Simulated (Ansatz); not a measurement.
# A convergence test on SiC (Moissanite): k mesh of the hybrid

How far can the k mesh of the hybrid be lowered for the gap of SiC (Moissanite)?

Calculated with Ansatz 0.2.0; DFT, HSE06, plane waves, PAW.

### Step 1. The structure

It takes space group P6_3mc (No. 186, hexagonal). The conventional cell has a = 3.081 Å, b = 3.081 Å, c = 15.125 Å, α = 90.00°, β = 90.00°, γ = 120.00°. Nearest to Si lie 4 C at 1.88 to 1.90 Å. Nearest to Si lie 4 C at 1.89 Å. Nearest to C lie 4 Si at 1.88 to 1.89 Å. C has 4 Si at 1.89 Å nearest. Nearest to C lie 4 Si at 1.89 to 1.90 Å. Farther neighbours are not listed.

Coordinates:

```cif
data_structure
_symmetry_space_group_name_H-M 'P6_3mc'
_symmetry_Int_Tables_number 186
_cell_length_a 3.0810
_cell_length_b 3.0810
_cell_length_c 15.1248
_cell_angle_alpha 90.000
_cell_angle_beta 90.000
_cell_angle_gamma 120.000
_cell_volume 124.34
loop_
_atom_site_label
_atom_site_type_symbol
_atom_site_symmetry_multiplicity
_atom_site_Wyckoff_symbol
_atom_site_fract_x
_atom_site_fract_y
_atom_site_fract_z
_atom_site_occupancy
Si1 Si 2 a 0.00000 0.00000 0.00000 1
Si2 Si 2 b 0.33333 0.66667 0.16640 1
Si3 Si 2 b 0.66667 0.33333 0.33290 1
C1 C 2 b 0.33333 0.66667 0.04120 1
C2 C 2 b 0.66667 0.33333 0.20800 1
C3 C 2 a 0.00000 0.00000 0.37460 1
```

The cell and positions come from the Crystallography Open Database and are kept as given unless a step says otherwise. The default PAW set here is soft_2. Its files were made with PBE.

### Step 2. k mesh of the hybrid: 6×6×1

input.yaml reads:

```yaml
crystal:
  lattice:
    - [3.081, 0.0, 0.0]
    - [-1.5405, 2.6682242691, 0.0]
    - [0.0, 0.0, 15.1248]
  atoms:
    - { symbol: Si, position: [0.0, 0.0, 0.0] }
    - { symbol: Si, position: [0.0, 0.0, 0.5] }
    - { symbol: Si, position: [0.3333333333, 0.6666666667, 0.1664] }
    - { symbol: Si, position: [0.6666666667, 0.3333333333, 0.6664] }
    - { symbol: Si, position: [0.6666666667, 0.3333333333, 0.3329] }
    - { symbol: Si, position: [0.3333333333, 0.6666666667, 0.8329] }
    - { symbol: C, position: [0.3333333333, 0.6666666667, 0.0412] }
    - { symbol: C, position: [0.6666666667, 0.3333333333, 0.5412] }
    - { symbol: C, position: [0.6666666667, 0.3333333333, 0.208] }
    - { symbol: C, position: [0.3333333333, 0.6666666667, 0.708] }
    - { symbol: C, position: [0.0, 0.0, 0.3746] }
    - { symbol: C, position: [0.0, 0.0, 0.8746] }
kpoints:
  mp_grid: { grid: [6, 6, 1] }
  band_path:
    path:
      - [0.0, 0.0, 0.0]
      - [0.5, 0.0, 0.0]
      - [0.33333333, 0.33333333, 0.0]
      - [0.0, 0.0, 0.5]
      - [0.5, 0.0, 0.5]
      - [0.33333333, 0.33333333, 0.5]
      - [0.5, 0.0, 0.2]
    npoints: 1
hamiltonian:
  xc: hse06
scf:
  occupations: { method: fixed }
  n_extra_bands: 8
output:
  eigenvalues: true
```

Run with:

```console
$ ansatz run input.yaml --threads 3 --pin off --max-ram 92160MiB --backend cuda --events-out ev --progress --plain --runs-dir out --devices 1 --max-vram 13GiB
```

Numbers of over 12 decimals in the logs are rounded to 6 here.

Log:

```text
scf.n_extra_bands = 8 over 24 filled bands (N_el = 48.0): the run solves 32 bands
GPUs: using 1 of 1 available (devices: 1).
Engine: ansatz 0.2.0, x86_64-unknown-linux-gnu
Pseudopotentials: kind: paw
Pseudopotential: Si, paw, valence charge 4, recommended cutoff 420 eV (normal), Si.paw.azcp
Pseudopotential: C, paw, valence charge 4, recommended cutoff 420 eV (normal), C.paw.azcp
Functional definition: HSE06
  parameter a = 0.25
  parameter omega = 0.11/bohr
  exchange = pbe_x - a*pbe_x_sr(omega) + a*exact_x_sr(omega)
  correlation = pbe_c
davidson cushion auto → on  (no smearing: the cushion is to keep the highest requested band from converging to the state above it; pin scf.eigensolver.cushion to override)
device memory: the entry about to start is reckoned to put 1.9 GiB on a device that reports 28.7 GiB free (of which the cap on the GPU budget leaves the run 13.0 GiB)
GPU FFT provider: cuFFT
GPU libraries: cuBLAS 13.8.2, cuFFT 12.4.0, cuSOLVER 12.3.4
Crystal: 12 atoms, lattice volume = 124.338 Å³
Basis set: ecut = 420 eV, 2415 PW (Γ)
Bands: 32, of which v1, the nominal top of the filled ones, is band 24 counted from 1 (23 counted from 0)
Symmetry: 12 space group operations
Space group: P63mc (ITA 186), of the structure as read, at distance tolerance 5.0e-5 Å
k-points: 7 of 36
Non-local potential: Si, projectors of the file, l = 0: 2, l = 1: 2, l = 2: 2
Non-local potential: C, projectors of the file, l = 0: 2, l = 1: 2, l = 2: 1
PAW form: soft (Blöchl's): semilocal exchange-correlation on the pseudo side does not see the compensation charge
PAW frozen core: Si, regenerated for the run's functional, and the local potential with it (the file was generated under x = pbe(κ = 0.804, μ = 0.219515), c = pbe(β = 0.066725))
PAW frozen core: C, regenerated for the run's functional, and the local potential with it (the file was generated under x = pbe(κ = 0.804, μ = 0.219515), c = pbe(β = 0.066725))
PAW one-centre angular grid: Si, 110 points (default); XC on 64 Gauss nodes
PAW one-centre angular grid: C, 110 points (default); XC on 64 Gauss nodes
Initial density: superposition of atomic densities (neutral atoms: chi_scale 0, normalization atom), corrected by the library's trained network
Initial wavefunctions: pseudopotential atomic-orbital guess
GPU buffer pool allocated for 62208 grid points (all kernels)
GPU transforms: local potential and band sums: pruned to the plane-wave sphere, on 24×24×108
Functional: x = pbe(κ = 0.804, μ = 0.219515), c = pbe(β = 0.066725), warm-up for x = pbe(κ = 0.804, μ = 0.219515) + 0.25 (exact − pbe) at short range (hse, ω = 0.207870 Å⁻¹), c = pbe(β = 0.066725); HSE06 as pw.x's `hse` composes it (authors' and Libxc's form: `xc: wpbeh`)
SCF iter   1: F=—  HF=-5322.890239 eV  |F-HF|=—  |Δ(HF+E_count)|=         —  Δρ=2.16e-3  dr2=5.45e-3  ethr=1.77e-3  ⟨swp⟩=9.0  Hψ=1237  notcnv=0
preconditioner: auto → none  [insulator: Δε(μ)=1.988 eV  Ē_g=11.119 eV  n_scr=10 (ndim 8)  ℏωp=23.1 eV  f_vac=0.000]
SCF iter   2: F=—  HF=-5322.890462 eV  |F-HF|=—  |Δ(HF+E_count)|=   2.23e-4  Δρ=8.56e-4  dr2=6.33e-4  ethr=1.13e-5  ⟨swp⟩=5.1  Hψ=782  notcnv=0  defer=8
SCF iter   3: F=-5322.890587 eV  HF=-5322.890647 eV  |F-HF|=6.01e-5  |Δ(HF+E_count)|=   1.86e-4  Δρ=4.06e-4  dr2=2.53e-4  ethr=1.32e-6  ⟨swp⟩=4.7  Hψ=661  notcnv=0  defer=1
SCF 1 stopped early in 3 iterations: F = -5322.890587 eV  dr2 = 2.53e-4
  greatest PAW one-centre occupation: 0.645 electrons in one spin orbital (limit 2), on the C atom at site 7 (counted from 0), in its partial waves of l = 0
device memory: the entry about to start is reckoned to put 2.3 GiB on a device that reports 41.8 GiB free (of which the cap on the GPU budget leaves the run 13.0 GiB)
GPU FFT provider: cuFFT
GPU libraries: cuBLAS 13.8.2, cuFFT 12.4.0, cuSOLVER 12.3.4
Initial density: handed on by an earlier stage of this run
Initial wavefunctions: those handed on with the density
GPU buffer pool allocated for 62208 grid points (all kernels)
[...]
preconditioner: auto → none  [insulator: Δε(μ)=2.870 eV  Ē_g=12.836 eV  n_scr=10 (ndim 8)  ℏωp=23.1 eV  f_vac=0.000]
SCF iter   2: F=—  HF=-5326.708606 eV  |F-HF|=—  |Δ(HF+E_count)|=   8.90e-3  Δρ=2.55e-3  dr2=5.32e-3  ethr=5.27e-6  ⟨swp⟩=3.9  Hψ=730  notcnv=0
SCF iter   3: F=—  HF=-5326.722265 eV  |F-HF|=—  |Δ(HF+E_count)|=   1.37e-2  Δρ=7.87e-4  dr2=1.48e-3  ethr=5.27e-6  ⟨swp⟩=4.3  Hψ=723  notcnv=0
SCF iter   4: F=—  HF=-5326.722196 eV  |F-HF|=—  |Δ(HF+E_count)|=   6.90e-5  Δρ=4.81e-4  dr2=1.39e-3  ethr=2.98e-6  ⟨swp⟩=4.4  Hψ=710  notcnv=0
iter 5 solved again at ethr=9.65e-8 eV; its pass at ethr=2.79e-6 eV (dr2=4.63e-5 eV) is discarded
SCF iter   5: F=—  HF=-5326.721847 eV  |F-HF|=—  |Δ(HF+E_count)|=   3.49e-4  Δρ=1.36e-4  dr2=6.52e-5  ethr=9.65e-8  ⟨swp⟩=3.9  Hψ=1142  notcnv=0
SCF iter   6: F=-5326.722048 eV  HF=-5326.722055 eV  |F-HF|=7.17e-6  |Δ(HF+E_count)|=   2.08e-4  Δρ=1.03e-4  dr2=1.30e-5  ethr=9.44e-8  ⟨swp⟩=4.9  Hψ=773  notcnv=0
SCF 2 stopped early in 6 iterations: F = -5326.722048 eV  dr2 = 1.30e-5
  greatest PAW one-centre occupation: 0.646 electrons in one spin orbital (limit 2), on the C atom at site 7 (counted from 0), in its partial waves of l = 0
hybrid outer 1: dexx = +1.716e-2 eV, tail = 4.03e-5 eV
GPU FFT provider: cuFFT
GPU libraries: cuBLAS 13.8.2, cuFFT 12.4.0, cuSOLVER 12.3.4
GPU buffer pool allocated for 62208 grid points (all kernels)
GPU transforms: local potential and band sums: pruned to the plane-wave sphere, on 24×24×108
Exchange kernel: α = 0.2500, screened, ω = 0.2079 Å⁻¹, Wigner–Seitz truncation, v(0) = 1037.5104 eV·Å³, q-mesh 6×6×1, nearest image of the exchange supercell L = 15.12 Å, pair-density grid 15×15×72, without the augmentation charges, whose exchange is taken in its separable form by FFT convolution over the k-point mesh (sized by the pseudopotential files, 18×18×108 at the most), smooth part of the exact exchange by density-matrix convolution in up to 1.65 GiB of GPU memory as planned if the GPU has room (build and FFT work areas not counted)
Frozen-core exchange: fock
SCF iter   1: F=—  HF=-5326.721896 eV  |F-HF|=—  |Δ(HF+E_count)|=         —  Δρ=3.48e-5  dr2=1.89e-6  ethr=4.19e-7  ⟨swp⟩=3.3  Hψ=514  notcnv=0
preconditioner: auto → none  [insulator: Δε(μ)=2.904 eV  Ē_g=12.848 eV  n_scr=10 (ndim 8)  ℏωp=23.1 eV  f_vac=0.000]
iter 2 solved again at ethr=8.47e-11 eV; its pass at ethr=3.16e-9 eV (dr2=4.06e-8 eV) is discarded
SCF iter   2: F=-5326.721896 eV  HF=-5326.721896 eV  |F-HF|=1.35e-8  |Δ(HF+E_count)|=   2.26e-7  Δρ=7.94e-6  dr2=8.66e-8  ethr=8.47e-11  ⟨swp⟩=3.1  Hψ=1252  notcnv=0
SCF 3 converged in 2 iterations: F = -5326.721896 eV  dr2 = 8.66e-8
hybrid outer 2: dexx = +4.105e-7 eV, tail = 1.81e-7 eV, Δε = 1.83e-3 eV (about 1.88e-4 eV left of the loop's levels)
device memory: the entry about to start is reckoned to put 0.7 GiB on a device that reports 37.4 GiB free (of which the cap on the GPU budget leaves the run 13.0 GiB)
NSCF: frozen V_eff on 7 k-points
hybrid SCF converged: 2 outer / 8 inner (+3 warm-up), last move |dexx| = 4.10e-7 eV, tail = 1.81e-7 eV
Stability not checked: this state was not tested for a lower state beside it, because the functional holds exact exchange (a hybrid, or Hartree-Fock), whose exchange loop this test does not read (fock_operator; see scf.lower_state_search)
Free energy (F): -5326.721897 eV
Frozen-core exchange: fock
Harris-Foulkes:  -5326.721897 eV  (|F-HF|=1.35e-8)
Internal energy: -5326.721897 eV  (E = F + TS)
E sigma→0 (E₀):  -5326.721897 eV
Fermi energy:    8.910346 eV
--- Per-component energies (eV) ---
  E_band       = 114.207186
  E_kinetic    = 813.879242
  E_local      = -622.082680  (includes V_loc(G=0)·N_el)
  E_nonlocal   = 303.170263
  E_hartree    = 193.848003
  E_xc         = -514.232692
  E_vxc        = -529.989381  (∫ρ·V_xc dr)
  E_exx        = -91.171393  (= α·E_x^exact, valence–valence)
  E_paw        = -3702.657816  (= ΣΔE_a)
  E_vpaw       = -56.122814  (= ΣTr[D̂ρ^β])
  E_aug_tail   = 0.000069  (compensation charges beyond the density's cutoff)
  E_ewald      = -1707.016885
  E_core_change = -0.458007  (= ΣΔE_core)
  E_smearing   = -0.000000  (= −TS)
  E_closure    = -0.000000  (closes the sum)
  Σ components = -5326.721897   (vs F -5326.721897, Δ=0.00e0)
--- Band table (eV; the first three rows and the last of 7) ---
  k-point 0: bands = [... 20 lower, 8.5968, 8.8781, 8.9103, 8.9103, 15.2612, 15.4427, 15.8610, 16.4055, ... 4 higher]
  k-point 1: bands = [... 20 lower, 8.0525, 8.1429, 8.5514, 8.6490, 14.7294, 15.1337, 15.2390, 15.9670, ... 4 higher]
  k-point 2: bands = [... 20 lower, 7.2507, 7.3296, 7.7475, 8.0028, 12.6874, 12.7764, 13.6896, 14.3024, ... 4 higher]
  k-point 6: bands = [... 20 lower, 5.5253, 6.5064, 6.6485, 6.6485, 13.3848, 13.3848, 13.6711, 15.0529, ... 4 higher]
```

The job ended after 27 s (1 × NVIDIA H100 80GB HBM3 (shared by 6 runs) with 3 threads of AMD EPYC 7R13 (Zen 3), shared host; peak memory 1.3 GiB; 32 s of CPU time).

The column dr2 measures how far the density is from self-consistency, as an energy; F and HF (Harris–Foulkes) agree once it is small.

This step gave:

```yaml
gap: 2.903 eV
valence_top_at: Γ
conduction_bottom_at: k = (0.500, 0.000, 0.200)
least_direct_gap: 4.117 eV
exact_exchange_fraction: 0.25
```

The gap is indirect, with the least direct gap 1.21 eV higher.

### Step 3. k mesh of the hybrid: 9×9×2

Edit input.yaml of step 2 so:

```diff
@@ -19,3 +19,3 @@
 kpoints:
-  mp_grid: { grid: [6, 6, 1] }
+  mp_grid: { grid: [9, 9, 2] }
   band_path:
```

Log:

```text
[...]
GPUs: using 1 of 1 available (devices: 1).
[...]
GPU FFT provider: cuFFT
GPU libraries: cuBLAS 13.8.2, cuFFT 12.4.0, cuSOLVER 12.3.4
Crystal: 12 atoms, lattice volume = 124.338 Å³
Basis set: ecut = 420 eV, 2415 PW (Γ)
Bands: 32, of which v1, the nominal top of the filled ones, is band 24 counted from 1 (23 counted from 0)
[... 1 set-up line as in the run before ...]
[...]
k-points: 24 of 162
[...]
Fermi energy:    8.908777 eV
[...]
--- Band table (eV; the first three rows and the last of 24) ---
  k-point 0: bands = [... 20 lower, 8.5964, 8.8749, 8.9088, 8.9088, 15.2576, 15.4394, 15.8569, 16.4017, ... 4 higher]
  k-point 1: bands = [... 20 lower, 8.8058, 8.8058, 8.8058, 8.8058, 15.3283, 15.3283, 16.1047, 16.1047, ... 4 higher]
  k-point 2: bands = [... 20 lower, 8.2816, 8.3846, 8.7292, 8.8042, 15.4439, 15.7495, 15.8637, 16.4603, ... 4 higher]
  k-point 23: bands = [... 20 lower, 6.0639, 6.0639, 6.4590, 6.4590, 13.5694, 13.5694, 14.2727, 14.2727, ... 4 higher]
[key lines of the parts left out:]
Free energy (F): -5326.753898 eV
```

The job ended after 65 s (1 × NVIDIA H100 80GB HBM3 (shared by 6 runs) with 3 threads; peak memory 1.9 GiB).

Numbers from this step:

| Quantity | Value |
| --- | --- |
| gap | 2.902 eV |
| valence top at | Γ |
| conduction bottom at | M |
| least direct gap | 4.115 eV |

The gap is 2.902 eV, −0.001 eV from the run before at this level.

### Step 4. The series

Differences are against the last row; a negative gap means that bands overlap, and a run with a band path holds that path's time. Times are wall times on 1 × NVIDIA H100 80GB HBM3 (shared by 6 runs) with 3 threads of AMD EPYC 7R13 (Zen 3), shared host, good to a factor of about two.

```csv
k mesh of the hybrid,gap (eV),direct gap (eV),gap error (eV),energy error (meV/atom),irreducible k,time
6×6×1,2.903,4.117,+0.001,+2.7,7,27 s
9×9×2,2.902,4.115,+0.000,+0.0,24,65 s
```

### Step 5. Results

| Property | Result |
| --- | --- |
| 6×6×1 | 2.903 eV |
| 9×9×2 | 2.902 eV |

The gap holds to 0.02 eV from 6×6×1 on, the cheapest setting tried. At 6×6×1 the gap is off by +0.001 eV and the energy by +3 meV/atom. The gap is read over the mesh and added points near the edges, so meshes differ mainly through the density and, for a hybrid, the exchange operator.

[Paths, hosts, dates, memory and timing lines, banners, echoed tables and standing remarks are left out of the program output.]

[Logs are printed without paths, hosts, clocks, repeated set-up lines and the standing remarks that a program may print on its own settings, such as how far it seeks lower states.]

[Runs of the session that timed out or met a known fault of the program may be left out.]

[Cells called generated may have been cut or substituted from an entry of the Crystallography Open Database or the Materials Project.]

[Hosts, paths, dates, database ids (printed as entryN), source tags and the programs' standing remarks are cut or masked in the printed files.]
